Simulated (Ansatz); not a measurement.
Yb under changes of volume

One of the cells (41.281 Å³/atom); the others are scaled copies at fixed shape and fractional positions:

```xyz
1
Lattice="0.0000 2.7431 2.7431 2.7431 0.0000 2.7431 2.7431 2.7431 0.0000" Properties=species:S:1:pos:R:3 pbc="T T T"
Yb    0.0000    0.0000    0.0000
```

- Program: Ansatz 0.2.0
- Functional: PBE
- Potentials or basis: Ansatz PAW
- Cutoff: 420 eV (not typed: the program's choice for these potentials)
- k mesh: 8 × 8 × 8
- Occupations: fermi-dirac, width 0.05 eV
- Spin: collinear spin, ferromagnetic start
- Starting moments: [1.0] μB

```tsv
volume (Å³/atom)	energy over the lowest point (meV/atom)	pressure (GPa)
38.805	0.00	-1.4
39.630	8.25	-1.7
40.456	17.83	-1.9
41.281	28.68	-2.1
42.107	40.58	-2.3
42.933	?	?
43.758	67.20	-2.7
```

Question: What does the run at 42.933 Å³/atom give?

Answer: Energy over the lowest point 53.45 meV/atom; pressure -2.5 GPa.

Worked out: A Birch-Murnaghan fit of order 3 (a polynomial in V^(-2/3)) to the other rows has no minimum within the range. It gives 53.47 meV/atom at 42.933 Å³/atom, against the run's 53.45, and -dE/dV = -2.6 GPa, against -2.5.

Energies are extrapolated to zero smearing.

Caveats: the starting moments weren't kept.
